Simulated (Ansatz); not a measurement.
Input and command of a plane-wave DFT calculation in Ansatz:

```yaml
crystal:
  lattice:
    - [0.0, 2.7523967129, 2.7523967129]
    - [2.7523967129, 0.0, 2.7523967129]
    - [2.7523967129, 2.7523967129, 0.0]
  atoms:
    - { symbol: Cd, position: [0.0, 0.0, 0.0] }
    - { symbol: S, position: [0.5, 0.5, 0.5] }
basis:
  ecutwfc: 420
kpoints:
  mp_grid: { grid: [12, 12, 12] }
hamiltonian:
  xc: pbe
scf:
  occupations: { method: gaussian, width: 0.01 }
output:
  forces: true
  stress: true
  eigenvalues: true
relax:
  adjacent_minimum: "off"
  f_tol: 0.01
  max_steps: 80
  cell: { stress_tol: 0.05 }
```

```bash
ansatz run input.yaml --threads 1 --pin off --max-ram 2560MiB --backend cpu --events-out ev --progress --plain --runs-dir out
```

Processor: Arm Neoverse N1, 1 thread, on a host shared with other jobs.

Question: How long does it run, and how much memory does it take?

Answer: About 17 s on 1 thread of Arm Neoverse N1, with other jobs on the host, peak memory 0.34 GiB. It solves 17 bands at 72 k points (the mesh reduced by the symmetry that the task leaves, which can be less than the crystal's) with about 869 plane waves (on the last cell), in 18 SCF iterations over 4 ionic steps.
